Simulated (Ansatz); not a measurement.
Rows from a G0W0 calculation on PbSe (Clausthalite) (Ansatz 0.2.0; G0W0 on PBE, plane waves, PAW; PAW set soft_1; 4×4×4 mesh, 171 empty bands, screening to 120 eV, plasmon pole, PAW set soft_1 files), in eV. Spin-orbit coupling is left out.

```
row      Σx     Σc     Vxc     Z
  A  -17.30   2.02  -14.80  0.78
  B  -17.03   0.85  -15.93  0.79
  C   -8.02  -3.44  -11.29  0.80
  D   -8.38  -3.66  -11.94  0.80
```

Which rows are filled states and which are empty ones, and how can one tell?

Filled: A and B. Empty: C and D. The sign of Σc tells: for a filled state bare exchange, which holds its interaction with itself, lies below Vxc (Σx − Vxc is -1.1 eV or lower here) and screening gives part back as a positive Σc. For an empty state Σx lies above Vxc (+3.3 eV or more) and the Coulomb hole leaves Σc negative.

[Paths, hosts, dates, memory and timing lines, banners, echoed tables and standing remarks are left out of the program output.]

[Logs are printed without paths, hosts, clocks, repeated set-up lines and the standing remarks that a program may print on its own settings, such as how far it seeks lower states.]

[Runs of the session that timed out or met a known fault of the program may be left out.]

[Cells called generated may have been cut or substituted from an entry of the Crystallography Open Database or the Materials Project.]

[Hosts, paths, dates, database ids (printed as entryN), source tags and the programs' standing remarks are cut or masked in the printed files.]
